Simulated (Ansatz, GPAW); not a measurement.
Given: the input of a run of Ansatz 0.2.0 on Rh (Rhodium). The given cell was strained at random by a few per cent at fixed volume. 

File input.yaml:

```yaml
crystal:
  lattice:
    - [-0.039334, 1.883095, 1.962463]
    - [1.901927, 0.032811, 1.890318]
    - [1.924652, 1.833675, 0.010086]
  atoms:
    - { symbol: Rh, position: [0.004767, 0.003501, -0.00582] }
hamiltonian:
  xc: pbesol
  pseudopotentials: { kind: paw }
kpoints:
  mp_grid: { grid: [12, 12, 12] }
scf:
  occupations: { method: fermi_dirac, width: 0.05 }
output:
  forces: true
  stress: true
  eigenvalues: true
```

Potentials or basis: Ansatz PAW.

Launch:

```bash
$ ansatz run input.yaml --threads 1 --pin off --max-ram 3584MiB --backend cpu --events-out ev --progress --plain --runs-dir out
```

Q: Translate it to GPAW 26.7.0 (ASE script). Potentials or basis there: PAW data sets generated for this functional, cutoff 600 eV.

A: As run (cutoffs and basis follow the program's own potentials, and thresholds, step limits or extra output files can differ):

The input run.py:

```python
from ase import Atoms
from ase.dft.bandgap import bandgap
from ase.io import write
from ase.units import GPa
from gpaw import GPAW, PW, setup_paths

setup_paths.insert(0, '.')

atoms = Atoms(['Rh'],
              cell=[[-0.039334, 1.883095, 1.962463],
                    [1.901927, 0.032811, 1.890318],
                    [1.924652, 1.833675, 0.010086]],
              scaled_positions=[[0.004767, 0.003501, -0.00582]],
              pbc=True)

calc = GPAW(mode=PW(600),
            xc='PBEsol',
            kpts={'size': (12, 12, 12), 'gamma': True},
            occupations={'name': 'fermi-dirac', 'width': 0.05},
            nbands=16,
            convergence={'density': 1e-05, 'energy': 1e-05},
            maxiter=150,
            txt='gpaw.txt')
atoms.calc = calc
energy = atoms.get_potential_energy()
forces = atoms.get_forces()
stress = atoms.get_stress()
calc.write('gs.gpw')
write('result.traj', atoms)
print(f'Energy: {energy:.6f} eV')
print('Forces (eV/A):')
print(forces.round(4))
print('Stress (GPa):', (stress / GPa).round(3))
print('Fermi level:', round(calc.get_fermi_level(), 4), 'eV')
print(f'Gap: {bandgap(calc)[0]:.4f} eV, direct: {bandgap(calc, direct=True)[0]:.4f} eV')
```

Potentials or basis: PAW data sets generated in the run's folder for this functional, pw.

The run is started by

```sh
$ gpaw-setup -f PBEsol Rh
$ OMP_NUM_THREADS=1 python run.py
```

Both were run:

|  | Ansatz | GPAW |
| --- | --- | --- |
| Pressure | -2.5 GPa | -0.1 GPa |
| Energy over the undisturbed cell | 42.9 meV/atom | 42.9 meV/atom |

Ansatz's pressure holds a Pulay term of +0.10 GPa for its cutoff of 420 eV, which the other run lacks.

The potentials hold 17 and 15 valence electrons a cell.

Ansatz's potentials were made for PBE.

Where Ansatz's input types no cutoff or centring, it takes its own default and a Γ-centred mesh.

The two runs disagree by more than potentials and bases usually give (in gap, levels, pressure or energy); the cause wasn't traced.

Pressure is positive in compression.
